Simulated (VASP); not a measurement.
# MgSe (Fm-3m) in VASP: further runs, part 2 of 2

VASP 6.6.1. The steps go on from the part before.

### 4 Relaxation of cell and atoms, PBE (cell and atoms relaxed tightly for response)

Contents of INCAR:

```
SYSTEM = MgSe
PREC = Accurate
ENCUT = 600
EDIFF = 1E-7
ISMEAR = 0
SIGMA = 0.01
LREAL = .FALSE.
LASPH = .TRUE.
NELM = 100
ALGO = Normal
ISIF = 3
LWAVE = .FALSE.
LCHARG = .FALSE.
GGA = PE
IBRION = 2
NSW = 80
EDIFFG = -0.001
```

Contents of KPOINTS:

```
Automatic mesh
0
G
  8 8 8
  0 0 0
```

Contents of POSCAR:

```
MgSe
1.0
    0.0000000000      2.7544736753      2.7544736753
    2.7544736753      0.0000000000      2.7544736753
    2.7544736753      2.7544736753      0.0000000000
Mg Se
1 1
Direct
    0.0000000000      0.0000000000      0.0000000000
    0.5000000000      0.5000000000      0.5000000000
```

Potentials or basis: VASP PAW PBE potentials, release 64 (Mg, Se).

Command:

```sh
> cat potpaw_PBE.64/Mg/POTCAR potpaw_PBE.64/Se/POTCAR > POTCAR
> mpirun -np 1 vasp_std > vasp.out
```

OUTCAR:

```text
SYSTEM = MgSe
   PREC = Accurate
   ENCUT = 600
   EDIFF = 1E-7
   ISMEAR = 0
   LREAL = .FALSE.
   LASPH = .TRUE.
   NELM = 100
   ISIF = 3
   GGA = PE
   IBRION = 2
   NSW = 80
   EDIFFG = -0.001

 ion  position               nearest neighbor table
   1  0.000  0.000  0.000-   2 2.75   2 2.75   2 2.75   2 2.75   2 2.75   2 2.75
   2  0.500  0.500  0.500-   1 2.75   1 2.75   1 2.75   1 2.75   1 2.75   1 2.75

  LATTYP: Found a face centered cubic cell.
 ALAT       =     5.5089473506

  Lattice vectors:

 A1 = (   0.0000000000,   2.7544736753,   2.7544736753)
 A2 = (   2.7544736753,   0.0000000000,   2.7544736753)
 A3 = (   2.7544736753,   2.7544736753,   0.0000000000)

Analysis of symmetry for initial positions (statically):
=====================================================================
 Subroutine PRICEL returns:
[... 253 lines left out ...]

  energy without entropy =       -7.49050912  energy(sigma->0) =       -7.49050912

 E-fermi :   3.1034     XC(G=0):  -9.3718

 val. band max:        2.9845586767   @ k =   0.0000   0.0000   0.0000
 cond. band min:       4.7368780818   @ k =   0.5000   0.5000   0.0000
 fundamental gap:      1.7523194051
 Fermi energy:         3.1034368450

 k-point     1 :       0.0000    0.0000    0.0000
  band No.  band energies     occupation
      1      -9.8004      2.00000
      2       2.9846      2.00000
      3       2.9846      2.00000
      4       2.9846      2.00000
      5       5.3884      0.00000
      6      10.4055      0.00000
      7      10.4055      0.00000
      8      10.4055      0.00000
[... 243 lines left out ...]
 k-point    24 :      -0.3750    0.2500    0.1250
  band No.  band energies     occupation
      1      -8.5887      2.00000
      2      -1.3015      2.00000
      3       0.8474      2.00000
      4       1.8239      2.00000
      5       7.6540      0.00000
      6       8.3469      0.00000
      7      10.6428      0.00000
      8      11.9162      0.00000

 [... further k-points ...]
[... 5 lines left out ...]
  --------------------------------------------------------------------------------------
  -------------------------------------------------------------------------------------
  Total        0.0005592      0.0005592      0.0005592      0.0000000     -0.0000000      0.0000000
  in kB        0.0214881      0.0214881      0.0214881      0.0000000     -0.0000000      0.0000000
  external PRESSURE =       0.0214881 kB  Pullay stress =       0.0000000 kB
[... 17 lines left out ...]
  FREE ENERGIE OF THE ION-ELECTRON SYSTEM (eV)
  ---------------------------------------------------
  free  energy   TOTEN  =        -7.4905091214 eV

  energy  without entropy=       -7.4905091214  energy(sigma->0) =       -7.49050912

 reached required accuracy - stopping structural energy minimisation
```

OSZICAR:

```text
N       E                     dE             d eps       ncg     rms          rms(c)
DAV:   1     0.275723002064E+02    0.27572E+02   -0.37120E+03   464   0.889E+02
DAV:   2    -0.649378591059E+01   -0.34066E+02   -0.33210E+02   576   0.104E+02
DAV:   3    -0.779846144979E+01   -0.13047E+01   -0.13047E+01   576   0.279E+01
DAV:   4    -0.780320021290E+01   -0.47388E-02   -0.47388E-02   680   0.196E+00
[... 18 lines left out ...]
       N       E                     dE             d eps       ncg     rms          rms(c)
DAV:   1    -0.749051121771E+01   -0.25347E-05   -0.39989E-05   528   0.381E-02    0.743E-03
DAV:   2    -0.749050950190E+01    0.17158E-05   -0.40347E-06   480   0.106E-02    0.250E-03
DAV:   3    -0.749050916585E+01    0.33605E-06   -0.13388E-06   528   0.595E-03    0.147E-03
DAV:   4    -0.749050912141E+01    0.44439E-07   -0.12670E-08   232   0.925E-04
   3 F= -.74905091E+01 E0= -.74905091E+01  d E =-.490128E-04
```

It took 27 s on 1 thread of AMD EPYC 7R43 (Zen 3), shared host; peak memory 0.15 GiB.

What came out:

| Property | Result |
| --- | --- |
| Free energy | -7.4905 eV |
| Relaxed volume | 20.85 Å³/atom |
| Relaxed cell | a = 3.892 Å, b = 3.892 Å, c = 3.892 Å, α = 60.00°, β = 60.00°, γ = 60.00° |
| Space group after relaxing (to 0.05 Å) | Fm-3m (No. 225) |
| Energy gained by relaxing | 0.0 meV/atom |
| Ionic steps | 3 |
| Pressure after relaxing | 0.0 GPa |
| Band gap on the k mesh | 1.75 eV, indirect (least direct gap 2.40 eV) |

Final structure:
```cif
data_structure
_symmetry_space_group_name_H-M 'P 1'
_symmetry_Int_Tables_number 1
_cell_length_a 3.8922
_cell_length_b 3.8922
_cell_length_c 3.8922
_cell_angle_alpha 60.000
_cell_angle_beta 60.000
_cell_angle_gamma 60.000
_cell_volume 41.69
loop_
_atom_site_label
_atom_site_type_symbol
_atom_site_fract_x
_atom_site_fract_y
_atom_site_fract_z
_atom_site_occupancy
Mg1 Mg 0.00000 0.00000 0.00000 1
Se1 Se 0.50000 0.50000 0.50000 1
```

Levels at points of the mesh, in eV from the valence-band top:
| k point | band 1 | band 2 | band 3 | band 4 | band 5 | band 6 | band 7 | band 8 |
| --- | --- | --- | --- | --- | --- | --- | --- | --- |
| (0.00, 0.00, 0.00) | -12.79 | 0.00 | 0.00 | 0.00 | 2.40 | 7.42 | 7.42 | 7.42 |
| (0.50, 0.00, 0.00) | -11.73 | -4.79 | -0.55 | -0.55 | 3.79 | 6.06 | 6.06 | 8.40 |
| (0.50, 0.50, 0.00) | -11.43 | -4.11 | -1.72 | -1.72 | 1.75 | 4.04 | 11.47 | 11.91 |

### 5 Single point, PBE

This run uses another cell than the first one, of 20.25 Å³/atom, 0.969 times its volume.

Contents of INCAR:

```
SYSTEM = MgSe
PREC = Accurate
ENCUT = 520
EDIFF = 1E-7
ISMEAR = 0
SIGMA = 0.1
LREAL = .False.
LASPH = .True.
NELM = 60
ALGO = Normal
ISIF = 2
LWAVE = .False.
LCHARG = .True.
GGA = PE
LELF = .True.
LVHAR = .True.
NBANDS = 11
```

Contents of KPOINTS:

```
Automatic mesh
0
Gamma
  6 6 6
  0 0 0
```

Contents of POSCAR:

```
MgSe
1.0
    0.0000000000      2.7255000000      2.7255000000
    2.7255000000      0.0000000000      2.7255000000
    2.7255000000      2.7255000000      0.0000000000
Mg Se
1 1
Direct
    0.0000000000      0.0000000000      0.0000000000
    0.5000000000      0.5000000000      0.5000000000
```

Potentials or basis: VASP PAW PBE potentials, release 64 (Mg, Se).

Command:

```sh
> cat potpaw_PBE.64/Mg/POTCAR potpaw_PBE.64/Se/POTCAR > POTCAR
> mpirun -np 1 vasp_std > vasp.out
```

OUTCAR:

```text
SYSTEM = MgSe
   PREC = Accurate
   ENCUT = 520
   EDIFF = 1E-7
   ISMEAR = 0
   LREAL = .False.
   LASPH = .True.
   NELM = 60
   ISIF = 2
   GGA = PE

 ion  position               nearest neighbor table
   1  0.000  0.000  0.000-   2 2.73   2 2.73   2 2.73   2 2.73   2 2.73   2 2.73
   2  0.500  0.500  0.500-   1 2.73   1 2.73   1 2.73   1 2.73   1 2.73   1 2.73

  LATTYP: Found a face centered cubic cell.
 ALAT       =     5.4510000000

  Lattice vectors:

 A1 = (   0.0000000000,   2.7255000000,   2.7255000000)
 A2 = (   2.7255000000,   0.0000000000,   2.7255000000)
[... 401 lines left out ...]

  FORCE on cell =-STRESS in cart. coord.  units (eV):
  Direction    XX          YY          ZZ          XY          YZ          ZX
  --------------------------------------------------------------------------------------
  -------------------------------------------------------------------------------------
  Total        0.4899715      0.4899715      0.4899715      0.0000000     -0.0000000      0.0000000
  in kB       19.3870993     19.3870993     19.3870993      0.0000000     -0.0000000      0.0000000
  external PRESSURE =      19.3870993 kB  Pullay stress =       0.0000000 kB

 VOLUME and BASIS-vectors are now :
 -----------------------------------------------------------------------------
  energy-cutoff  :      520.00
  volume of cell :       40.49
      direct lattice vectors                 reciprocal lattice vectors
     0.000000000  2.725500000  2.725500000    -0.183452578  0.183452578  0.183452578
     2.725500000  0.000000000  2.725500000     0.183452578 -0.183452578  0.183452578
     2.725500000  2.725500000  0.000000000     0.183452578  0.183452578 -0.183452578

 POSITION                                       TOTAL-FORCE (eV/Angst)
 -----------------------------------------------------------------------------------
      0.00000      0.00000      0.00000         0.000000     -0.000000     -0.000000
      2.72550      2.72550      2.72550        -0.000000      0.000000      0.000000
 -----------------------------------------------------------------------------------
    total drift:                               -0.000000     -0.000000      0.000000

  FREE ENERGIE OF THE ION-ELECTRON SYSTEM (eV)
  ---------------------------------------------------
  free  energy   TOTEN  =        -7.4785427378 eV

  energy  without entropy=       -7.4785427378  energy(sigma->0) =       -7.47854274
```

stdout:

```text
POSCAR found type information on POSCAR MgSe
 POSCAR found :  2 types and       2 ions
 scaLAPACK will be used
 LDA part: xc-table for (Slater+PW92), standard interpolation
 POSCAR, INCAR and KPOINTS ok, starting setup
 FFT: planning ... GRIDC
 FFT: planning ... GRID_SOFT
 FFT: planning ... GRID
 WAVECAR not read
 entering main loop
```

It took 13 s on 1 thread of AMD EPYC 7R43 (Zen 3), shared host; peak memory 0.13 GiB.

Results:

```
Free energy            : -7.4785 eV
Pressure               : 1.9 GPa
Band gap on the k mesh : 1.80 eV, indirect (least direct gap 2.60 eV)
```

A k mesh can miss the band edges.

### 6 Summary

| task | cell | k mesh | cutoff (eV) | smearing | gap on the mesh (eV) | pressure (GPa) |
| --- | --- | --- | --- | --- | --- | --- |
| single point | Fm-3m, 20.9 Å³/atom | 8 × 8 × 8 | 520 | gaussian 0.02 eV | 1.75 | -0.1 |
| single point | cell and atoms relaxed tightly for response | 8 × 8 × 8 | 520 | gaussian 0.01 eV | 1.75 | -0.1 |
| relaxation of cell and atoms | relaxed from: cell and atoms relaxed tightly for response | 8 × 8 × 8 | 600 | gaussian 0.01 eV | 1.75 | 0.0 |
| single point | Fm-3m, 20.25 Å³/atom | 6 × 6 × 6 | 520 | gaussian 0.1 eV | 1.80 | 1.9 |

Alike in all rows: level PBE; potentials or basis VASP PAW PBE potentials, release 64 (Mg, Se); no spin polarisation.

Absolute energies hang on the potentials; compare differences alone.
